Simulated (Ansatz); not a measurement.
# LiF: the cell at several levels of theory

The task here is to estimate one member of a computed series from the others.

Code: Ansatz 0.2.0. PAW datasets, plane waves, zero pressure. The cell comes from a prototype generator: it can be a known phase or a hypothetical one. Spin polarisation is off.

### The structure to begin with

This is the cell as the run starts from it, not yet at rest; its lengths are not the crystal's.

The symmetry is P6_3mc (No. 186, hexagonal); conventional cell a = 2.580 Å, c = 4.213 Å, 6.07 Å³ an atom. Around Li lie 4 F at 1.58 Å; around F lie 4 Li at 1.58 Å.

Structure file:

```
Li F
1.0
     2.58013    0.00000    0.00000
    -1.29006    2.23446    0.00000
     0.00000    0.00000    4.21335
Li F
2 2
Direct
  0.33333 0.66667 0.00000
  0.66667 0.33333 0.50000
  0.33333 0.66667 0.37500
  0.66667 0.33333 0.87500
```

Set-up of the first run:

input.yaml reads:

```yaml
crystal:
  lattice:
    - [2.5801291957, 0.0, 0.0]
    - [-1.2900645979, 2.2344574285, 0.0]
    - [0.0, 0.0, 4.2133509766]
  atoms:
    - { symbol: Li, position: [0.3333333333, 0.6666666667, 0.0] }
    - { symbol: Li, position: [0.6666666667, 0.3333333333, 0.5] }
    - { symbol: F, position: [0.3333333333, 0.6666666667, 0.375] }
    - { symbol: F, position: [0.6666666667, 0.3333333333, 0.875] }
kpoints:
  mp_grid: { grid: [12, 12, 6] }
hamiltonian:
  xc: pbe
scf:
  occupations: { method: fermi_dirac, width: 0.02 }
relax:
  f_tol: 0.005
  cell: {}
```

Command:

```bash
ansatz run input.yaml --threads 2 --pin off --max-ram 2211MiB --backend cpu --events-out ev --progress --plain --runs-dir out
```

Steps of the session up to this table: Relaxation with PBE; Relaxation with r2SCAN; Relaxing with PBEsol; Relaxing with LDA; Relaxing with HSE06.

One of the session's tables, all rows but one given; the rest of the session is left out.

```
 level  a (Å)  c (Å)  volume (Å³/atom)
   PBE  3.124  4.904            10.366
r2SCAN  3.081  4.785             9.835
PBEsol      ?      ?                 ?
   LDA  3.030  4.657             9.257
 HSE06  3.088  4.838             9.986
```

**Question.** Estimate the row for PBEsol.

As computed: a (Å): 3.096; c (Å): 4.813; volume (Å³/atom): 9.989. In the column «a (Å)» it lies between HSE06 (3.088) and PBE (3.124).

In words: The first relaxation changed the volume by +70.7 % from the start. LDA gives the smallest cell and PBE the largest; they differ by 12.0 % in volume, a mean of 3.8 % in length. The meshes differ: PBE 12×12×6, r2SCAN 12×12×6, PBEsol 12×12×6, LDA 12×12×6, HSE06 6×6×4.
